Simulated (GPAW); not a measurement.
# C in GPAW: single point with PBE

Aim: the single point of C with PBE.

Everything below comes from runs of GPAW 26.7.0. Logs are shortened: lines on timing, memory, paths and dates and some standing lists are left out, and cuts for length are marked. The log counts tension as positive stress, the text compression.

**1. Starting point**

The cell holds a slab with vacuum, 2 atoms: a = 2.456 Å, b = 2.456 Å, c = 8.524 Å, α = 90.00°, β = 90.00°, γ = 120.00°.

**2. Single point, PBE**

Contents of run.py:

```python
from ase.dft.bandgap import bandgap
from ase.io import read, write
from ase.units import GPa
from gpaw import GPAW, PW

atoms = read('C.cif')

calc = GPAW(mode=PW(600),
            xc='PBE',
            kpts={'size': (10, 10, 3), 'gamma': True},
            occupations={'name': 'fermi-dirac', 'width': 0.05},
            nbands=11,
            maxiter=120,
            txt='gpaw.txt')
atoms.calc = calc
energy = atoms.get_potential_energy()
forces = atoms.get_forces()
stress = atoms.get_stress()
calc.write('gs.gpw')
write('result.traj', atoms)
print(f'Energy: {energy:.6f} eV')
print('Forces (eV/A):')
print(forces.round(4))
print('Stress (GPa):', (stress / GPa).round(3))
print('Fermi level:', round(calc.get_fermi_level(), 4), 'eV')
print(f'Gap: {bandgap(calc)[0]:.4f} eV, direct: {bandgap(calc, direct=True)[0]:.4f} eV')
```

Contents of C.cif:

```cif
data_C
_cell_length_a 2.45617016
_cell_length_b 2.45617016
_cell_length_c 8.52380336
_cell_angle_alpha 90.00000000
_cell_angle_beta 90.00000000
_cell_angle_gamma 120.00000000
_space_group_name_H-M_alt 'P6/mmm'
_space_group_name_Hall '-P 6 2'
_space_group_IT_number 191
loop_
_space_group_symop_operation_xyz
'x,y,z'
'-x,-y,-z'
'x-y,x,z'
'-x+y,-x,-z'
'-y,x-y,z'
'y,-x+y,-z'
'-x,-y,z'
'x,y,-z'
'-x+y,-x,z'
'x-y,x,-z'
'y,-x+y,z'
'-y,x-y,-z'
'-y,-x,-z'
'y,x,z'
'-x,-x+y,-z'
'x,x-y,z'
'-x+y,y,-z'
'x-y,-y,z'
'y,x,-z'
'-y,-x,z'
'x,x-y,-z'
'-x,-x+y,z'
'x-y,-y,-z'
'-x+y,y,z'
loop_
_atom_site_label
_atom_site_type_symbol
_atom_site_symmetry_multiplicity
_atom_site_Wyckoff_symbol
_atom_site_fract_x
_atom_site_fract_y
_atom_site_fract_z
_atom_site_occupancy
C1 C 2 c 0.6666666667 0.3333333333 0.0000000000 1
```

Potentials or basis: GPAW PAW data sets (gpaw-data 1.2.1), pw.

Command:

```bash
> OMP_NUM_THREADS=1 python run.py
```

gpaw.txt:

```text
__  _  _
 | _ |_)|_||  |
 |__||  | ||/\| - 26.7.0

Input parameters:
  mode=PW(ecut=600.0),
  kpts=MonkhorstPack(size=(10, 10, 3), gamma=True),
  maxiter=120,
  nbands=11,
  occupations=Occupations(name='fermi-dirac', width=0.05),
  xc=XC(name='PBE')

Diagonalizing LCAO Hamiltonian
Converting LCAO to pw mode

        C C

Atoms  # Å, Bohr magnetons
|   | symbol |         x |        y |        z |    initial magnetic moments |
|---|--------|-----------|----------|----------|-----------------------------|
| 0 |      C |  1.228085 | 0.709035 | 0.000000 | ( 0.0000,  0.0000,  0.0000) |
| 1 |      C | -0.000000 | 1.418071 | 0.000000 | ( 0.0000,  0.0000,  0.0000) |

Unit cell  # Å
| periodic |         x |        y |        z |  lengths |     angles |
|----------|-----------|----------|----------|----------|------------|
|      yes |  2.456170 | 0.000000 | 0.000000 | 2.456170 |  90.000000 |
|      yes | -1.228085 | 2.127106 | 0.000000 | 2.456170 |  90.000000 |
|      yes |  0.000000 | 0.000000 | 8.523803 | 8.523803 | 120.000000 |

Number of symmetries: 24
Symmetry operations  # r_c * U_cc + t_c -> r_c
|    | kind |            matrix            |
|----|------|------------------------------|
|  0 |  σ   |  1, 1, 0,  0,-1, 0,  0, 0, 1 |
|  1 |  C2  |  1, 1, 0,  0,-1, 0,  0, 0,-1 |
|  2 |  C6  |  1, 1, 0, -1, 0, 0,  0, 0, 1 |
|  3 |  S6  |  1, 1, 0, -1, 0, 0,  0, 0,-1 |
|  4 |  E   |  1, 0, 0,  0, 1, 0,  0, 0, 1 |
|  5 |  σ   |  1, 0, 0,  0, 1, 0,  0, 0,-1 |
|  6 |  σ   |  1, 0, 0, -1,-1, 0,  0, 0, 1 |
|  7 |  C2  |  1, 0, 0, -1,-1, 0,  0, 0,-1 |
|  8 |  σ   |  0, 1, 0,  1, 0, 0,  0, 0, 1 |
|  9 |  C2  |  0, 1, 0,  1, 0, 0,  0, 0,-1 |
| 10 |  C3  |  0, 1, 0, -1,-1, 0,  0, 0, 1 |
| 11 |  S3  |  0, 1, 0, -1,-1, 0,  0, 0,-1 |
| 12 |  C6  |  0,-1, 0,  1, 1, 0,  0, 0, 1 |
| 13 |  S6  |  0,-1, 0,  1, 1, 0,  0, 0,-1 |
| 14 |  σ   |  0,-1, 0, -1, 0, 0,  0, 0, 1 |
| 15 |  C2  |  0,-1, 0, -1, 0, 0,  0, 0,-1 |
| 16 |  σ   | -1, 0, 0,  1, 1, 0,  0, 0, 1 |
| 17 |  C2  | -1, 0, 0,  1, 1, 0,  0, 0,-1 |
| 18 |  C2  | -1, 0, 0,  0,-1, 0,  0, 0, 1 |
| 19 |  i   | -1, 0, 0,  0,-1, 0,  0, 0,-1 |
| 20 |  C3  | -1,-1, 0,  1, 0, 0,  0, 0, 1 |
| 21 |  S3  | -1,-1, 0,  1, 0, 0,  0, 0,-1 |
| 22 |  σ   | -1,-1, 0,  0, 1, 0,  0, 0, 1 |
| 23 |  C2  | -1,-1, 0,  0, 1, 0,  0, 0,-1 |

BZ-sampling:
  Number of BZ points: 300
  Number of IBZ points: 28

  Monkhorst-Pack size: [10, 10, 3]
  Monkhorst-Pack shift: [0.05, 0.05, 0.0]

K-points  # in reciprocal-cell coordinates
|     |                                coordinates |     weight |
|-----|--------------------------------------------|------------|
|   0 | (  0.00000000,   0.00000000,   0.00000000) | 0.00333333 |
|   1 | (  0.00000000,   0.00000000,   0.33333333) | 0.00666667 |
|   2 | (  0.10000000,   0.00000000,   0.00000000) | 0.02000000 |
|   3 | (  0.10000000,   0.00000000,   0.33333333) | 0.04000000 |
|   4 | (  0.20000000,  -0.10000000,   0.00000000) | 0.02000000 |
|   5 | (  0.20000000,  -0.10000000,   0.33333333) | 0.04000000 |
|   6 | (  0.20000000,   0.00000000,   0.00000000) | 0.02000000 |
|   7 | (  0.20000000,   0.00000000,   0.33333333) | 0.04000000 |
|   8 | (  0.30000000,  -0.10000000,   0.00000000) | 0.04000000 |
|   9 | (  0.30000000,  -0.10000000,   0.33333333) | 0.08000000 |
| ... |                                            |            |
|  27 | (  0.50000000,   0.50000000,   0.33333333) | 0.02000000 |

Plane wave coefficients: 1515
Cutoff: 600.0 eV

Spin-components: 1 (collinear spins)
Bands:           11
Projectors:      10
Spin-degeneracy: 2
Datatype:        complex128

Parallelization:
  kpt:    1
  domain: 1
  band:   1

Density:
  Valence electrons: 8.0
  Components: 1
  Grid points: [14 14 49]
  Charge: 0.0  # |e|

Potential:
  Grid points: [14 14 49]

species:
  C:
    name:    Carbon
    Z:       6.0
    valence: 4
    core:    2
    charge:  0.0  # [|e|]
    compensation charges:
      type: gauss
      rc: 0.20  # [Å]
      lmax: 2
    cutoffs:
      filter: 1.14  # [Å]
      core: 1.14  # [Å]
    projectors
    | kind |    occ | energy [eV] | rcut [Å] |
    |------|--------|-------------|----------|
    |   2s |  2.000 |     -13.751 |    0.635 |
    |   2p |  2.000 |      -5.284 |    0.635 |
    |    s |        |      13.461 |    0.635 |
    |    p |        |      21.927 |    0.635 |
    |    d |        |       0.000 |    0.635 |

    Using partial waves for C as LCAO basis

Reference energy: -2055.256231  # eV

eigensolver:
  PPCG
  Converge bands: occupied
  niter=2

density mixing:
  MSR1-Mixer
  Pratt-step length: 0.05
  Maximum mixing coefficient: 0.75
  Old densities: 10
  SVD Regularization: 0.005
  Good broyden scale: 1.0
  Trust region scale: 1.0
  Backstep threshold: 4.0
  History deletion threshold: 6.0
  Fourier metric: weight=20.0, sigma=0.015

occupation numbers:
  Fermi-Dirac:
    width: 0.0500  # eV

poisson solver:
  ecut: 4800.0  # eV

xc functional:
  name: PBE with 2 nearest neighbor stencil

convergence criteria:
- Maximum [total energy] change in last 3 cyles: 0.0005 eV / valence electron
- Maximum integral of absolute [dens]ity change: 0.0001 electrons / valence electron
- Maximum integral of absolute [eigenst]ate change: 4e-08 eV^2 / valence electron
maximum number of iterations: 120

SCF iterations
|iter     | |      energy | eigst |  dens |
|---------|-|-------------|-------|-------|
|iter:   1| |  -19.477039 | +0.66 |       |
|iter:   2| |  -19.362655 | -0.94 | -0.75 |
|iter:   3| |  -18.435904 | -0.92 | -0.77 |
|iter:   4| |  -18.441801 | -2.44 | -1.58 |
|iter:   5| |  -18.445181 | -3.38 | -1.92 |
|iter:   6| |  -18.445196c| -4.72 | -3.07 |
|iter:   7| |  -18.445199c| -5.80 | -3.55 |
|iter:   8| |  -18.445199c| -6.92 | -4.43c|
|iter:   9| |  -18.445199c| -7.68c| -5.12c|

Converged in 9 steps
Energy contributions relative to reference atoms: (reference = -2055.256231)

Energy contributions:
  Kinetic:          18.544635
  Coulomb:         -18.893209
  Zero:              0.033555
  External:          0.000000
  Xc:              -18.130179
  Entropy:          -0.000000
  Spinorbit:         0.000000
  ----------------------------
  Free energy:     -18.445199
  Extrapolated:    -18.445199

dipole moment: (0.000001, 0.000001, -33.707467)  # |e|*Ang

Fermi level: -0.054
Eigenvalues  # (at kpt = [0.000, 0.000, 0.000])
| band index |      eig [eV] | occ [0-2] |
|------------|---------------|-----------|
|          0 |       -19.701 |     2.000 |
|          1 |        -7.779 |     2.000 |
|          2 |        -3.125 |     2.000 |
|          3 |        -3.125 |     2.000 |
|          4 |         2.887 |     0.000 |
|          5 |         5.201 |     0.000 |
|          6 |         6.903 |     0.000 |
|          7 |         8.311 |     0.000 |
|          8 |         8.311 |     0.000 |
|          9 |        11.497 |     0.000 |
|         10 |        12.692 |     0.000 |

Gap: 2.058 eV
Transition (v -> c):
  (s=0, k=18, n=3, [0.40, 0.30, 0.00]) -> (s=0, k=19, n=4, [0.40, 0.30, 0.33])
Direct/indirect transitions are different
Direct gap: 2.058 eV
Transition at: (s=0, k=18, n=3, [0.40, 0.30, 0.00])

Forces  # eV/Ang
|        x |       y |       z |
|----------|---------|---------|
| -0.00000 | 0.00000 | 0.00000 |  # C    0
|  0.00000 | 0.00000 | 0.00000 |  # C    1

Stress tensor  # eV/Ang^3
|         x |         y |        z |
|-----------|-----------|----------|
| -0.014432 | -0.000000 | 0.000000 |
|  0.000000 | -0.014432 | 0.000000 |
|  0.000000 |  0.000000 | 0.000255 |

# Writing to gs.gpw (mode='')
```

stdout:

```text
Energy: -18.445199 eV
Forces (eV/A):
[[-0.  0.  0.]
 [ 0.  0.  0.]]
Stress (GPa): [-2.312 -2.312  0.041  0.     0.    -0.   ]
Fermi level: -0.0539 eV
Gap: 2.0576 eV, direct: 2.0576 eV
```

It took 6 s on 1 thread of Arm Neoverse V2, shared host; peak memory 0.14 GiB.

What came out:

```
Free energy            : -18.4452 eV
Band gap on the k mesh : 2.06 eV, direct
```

Stress tensor (GPa, compression positive):
```
 2.31  0.00  0.00
 0.00  2.31  0.00
 0.00  0.00 -0.04
```

Caveat: the cutoff is short for stress and forces, so pressures can be off by a GPa or more; these data sets are soft for forces on short bonds.
